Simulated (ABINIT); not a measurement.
Nb:

```
Nb
1.0
     2.71964    0.00000    0.00000
     0.00000    2.71964    0.00000
     0.00000    0.00000    2.71964
Nb
1
Cartesian
  1.3598 1.3598 1.3598
```

The cell was built by a generator and needn't be a form met in nature.

- Program: ABINIT 10.8.3 (patched build)
- Task: single point
- Functional: PBE
- Potentials or basis: JTH PAW PBE v2.0
- Cutoff: 435 eV
- k mesh: 10 × 10 × 10
- Occupations: fermi-dirac, width 0.05 eV
- Spin: no spin polarisation

On this cell: pressure 0.1 GPa; band gap on the k mesh none (metal or under the smearing width).

The same run follows on a disturbed copy (cell strained at random at fixed volume):

```
Nb
1.0
     2.71245   -0.01827   -0.02250
    -0.01827    2.74319   -0.00743
    -0.02250   -0.00743    2.70377
Nb
1
Direct
  0.51432 0.50271 0.52135
```

What changes?

The energy (extrapolated to zero smearing) moves by -4.5 meV/atom; pressure 0.0 GPa; band gap on the k mesh none (metal or under the smearing width).

Stress tensor (GPa, compression positive):
```
 0.08 -1.69 -2.10
-1.69 -0.18 -0.72
-2.10 -0.72  0.24
```

The energy falls, though the first cell shows no forces: that form is unstable against this distortion, unless noise or another electronic state is at work.
